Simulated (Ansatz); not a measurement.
Rigid (111) slab of Ti, space group Fm-3m (No. 225):

```yaml
crystal:
  lattice:
    - [2.86791, 0.00000, 0.00000]
    - [-1.43396, 2.48369, 0.00000]
    - [0.00000, 0.00000, 24.02492]
  atoms:
    - { symbol: Ti, position: [0.66667, 0.33333, 0.35380] }
    - { symbol: Ti, position: [0.33333, 0.66667, 0.45127] }
    - { symbol: Ti, position: [0.00000, 0.00000, 0.55032] }
    - { symbol: Ti, position: [0.66667, 0.33333, 0.64140] }
```

Method: DFT PBEsol, scalar-relativistic, plane waves, PAW (Ansatz). Plane waves to 420 eV, a k mesh through Γ of 12×12×1 on the computed 5-atom cell and Gaussian smearing (0.10 eV); no spin polarisation. The cell repeats along c with a dipole correction in the vacuum.

An adatom of O is held over the places (i/3, j/3) of the 1×1 surface cell, counted from the highest atom (Ti), and only its height relaxes; one adatom per 7.1 Å². This grid misses the bridge places.

(1) What is the energy landscape, counted from the lowest point of this grid?

Spin polarisation was left out, and a magnetic state may lie lower.

Answers

(1) Energies in eV:

```
i j=0   j=1   j=2
0  2.77  1.61  1.61
1  1.61  1.61  0.21
2  1.61  0.00  1.61
```

Heights over the highest slab atom in Å:

| i | j=0 | j=1 | j=2 |
| --- | --- | --- | --- |
| 0 | 1.60 | 1.33 | 1.33 |
| 1 | 1.33 | 1.33 | 0.92 |
| 2 | 1.33 | 0.93 | 1.33 |

The reference crystal is the fcc form of Ti, which isn't its usual structure.